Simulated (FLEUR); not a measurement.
# NiO under changes of volume

One of the cells (9.076 Å³/atom); the others are scaled copies at fixed shape and fractional positions:

```
Ni O
1.0
     0.00000    2.08590    2.08590
     2.08590    0.00000    2.08590
     2.08590    2.08590    0.00000
Ni O
1 1
Direct
  0.00000 0.00000 0.00000
  0.50000 0.50000 0.50000
```

| Quantity | Value |
| --- | --- |
| Program | FLEUR MaX-R8.1 (later development tree) |
| Functional | PBEsol |
| Potentials or basis | all-electron |
| Basis | FLAPW |
| Kmax | 4.88 1/bohr |
| k mesh | 11 × 11 × 11 |
| Occupations | fermi-dirac, width 0.05 eV |
| Spin | collinear spin, ferromagnetic start |
| Starting moments | [1.0, 0.0] μB |

```csv
volume (Å³/atom),energy over the lowest point (meV/atom),moment (μB per cell)
8.531,5.40,0.75
8.713,5.76,0.67
8.894,0.00,1.33
9.076,6.56,1.41
9.257,16.68,1.50
9.439,?,?
9.620,45.63,1.66
```

Task: What does the run at 9.439 Å³/atom give?

Result: Energy over the lowest point 29.84 meV/atom; moment 1.58 μB per cell.

The energies don't lie on one smooth curve, so no fit is given. The run at 8.713 Å³/atom lies farthest off, from a change of basis, grid or state.

Energies are extrapolated to zero smearing.

Caveats: a cell with one magnetic atom can't hold antiferromagnetic order, which such compounds often take.
